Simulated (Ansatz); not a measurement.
## CdS under changes of volume

One of the cells (45.635 Å³/atom); the others are scaled copies at fixed shape and fractional positions:

```
Cd S
1.0
     4.26117    0.00000    0.00000
    -2.13058    3.69028    0.00000
     0.00000    0.00000    5.80417
Cd S
1 1
Direct
  0.00000 0.00000 0.44269
  0.66667 0.33333 0.43431
```

Measurements of this composition are mostly on another form, of space group No. 186.

```yaml
Program: Ansatz 0.2.0
Functional: PBE
Potentials_or_basis: all-electron LAPW, scalar-relativistic
Cutoff: 284 eV (chosen from the basis error)
Basis_error_allowed: 0.0005 eV/atom
k_mesh: 7 × 7 × 5
Occupations: fermi-dirac, width 0.05 eV
Spin: no spin polarisation
```

```tsv
volume (Å³/atom)	energy over the lowest point (meV/atom)	pressure (GPa)	gap on the mesh (eV)	largest force (eV/Å)
42.897	11.87	1.7	1.57	0.012
43.810	4.17	1.0	1.54	0.006
44.722	0.35	0.4	1.51	0.000
45.635	0.00	-0.2	1.47	0.005
46.548	?	?	?	?
47.460	8.28	-1.2	1.38	0.014
48.373	16.28	-1.6	1.31	0.017
```

**Question.** What does the run at 46.548 Å³/atom give?

**Answer.** Energy over the lowest point 2.75 meV/atom; pressure -0.7 GPa; gap on the mesh 1.43 eV; largest force 0.010 eV/Å.

Worked out: A Birch-Murnaghan fit of order 3 (a polynomial in V^(-2/3)) to the other rows has its minimum at 45.27 Å³/atom with B0 = V·E''(V) = 28 GPa and B' = 4.6 at fixed shape and positions, which overstates the stiffness. It gives 2.76 meV/atom at 46.548 Å³/atom, against the run's 2.75, and -dE/dV = -0.7 GPa, against -0.7. A parabola through the other rows of the gap, of slope -2.52 eV per unit of ln V there, gives 1.43 eV, against the run's 1.43.

Energies are extrapolated to zero smearing.

Caveats: an odd mesh through Γ misses points on the zone boundary, where band edges often lie. Spin-orbit coupling on Cd is left out.

The runs don't all hold the same shells in valence.
